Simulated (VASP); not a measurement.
Input:

```xyz
3
Lattice="0.0000 2.9000 2.9000 2.9000 0.0000 2.9000 2.9000 2.9000 0.0000" Properties=species:S:1:pos:R:3 pbc="T T T"
Sr     0.0000     0.0000     0.0000
F      1.4500     1.4500     1.4500
F      4.3500     4.3500     4.3500
```

Method: PBE GGA, VASP's PBE PAW potentials (set 64) (plane waves; VASP). Settings: 520 eV cut-off, 5×5×5 Γ-centred mesh, Gaussian smearing of 0.050 eV, potentials Sr_sv F.

Problem. Give the stress tensor in GPa (positive for a compressed cell).

Solution. 
```
2.35  0.00  0.00
0.00  2.35  0.00
0.00  0.00  2.35
```
The pressure is its mean diagonal, 2.35 GPa.

The compound is SrF2 in the fluorite structure. The cell was not relaxed at this level.
